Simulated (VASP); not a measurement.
Here is a VASP 6.6.1 calculation.

Contents of INCAR:

```
SYSTEM = KF
  ALGO = Normal
  EDIFF = 1E-7
  EDIFFG = -0.01
  ENCUT = 600
  GGA = PS
  IBRION = 2
  ISIF = 2
  ISMEAR = 0
  LASPH = .TRUE.
  LCHARG = .FALSE.
  LREAL = .FALSE.
  LWAVE = .FALSE.
  NELM = 80
  NSW = 40
  PREC = Accurate
  SIGMA = 0.03
```

KPOINTS

```
k-points
0
G
  10 10 10
  0 0 0
```

File POSCAR:

```
KF                                      
1.0
   -0.0000000000      2.7070413856      2.7070413856
    2.7070413856      0.0000000000      2.7070413856
    2.7070413856      2.7070413856      0.0000000000
  K               F             
     1     1
Direct
     0.0000000000000000    0.0000000000000000    1.0000000000000000
     0.5000000000000000    0.5000000000000000    0.5000000000000000
```

Potentials or basis: VASP PAW PBE potentials, release 64 (K_sv, F).

Run with:

```sh
$ cat potpaw_PBE.64/K_sv/POTCAR potpaw_PBE.64/F/POTCAR > POTCAR
$ mpirun -np 1 vasp_std > vasp.out
```

(1) Predict the band gap on the k mesh.

## Answers

(1) 5.84 eV, direct.

Caveat: the relaxation stopped at its first step, so nothing moved.
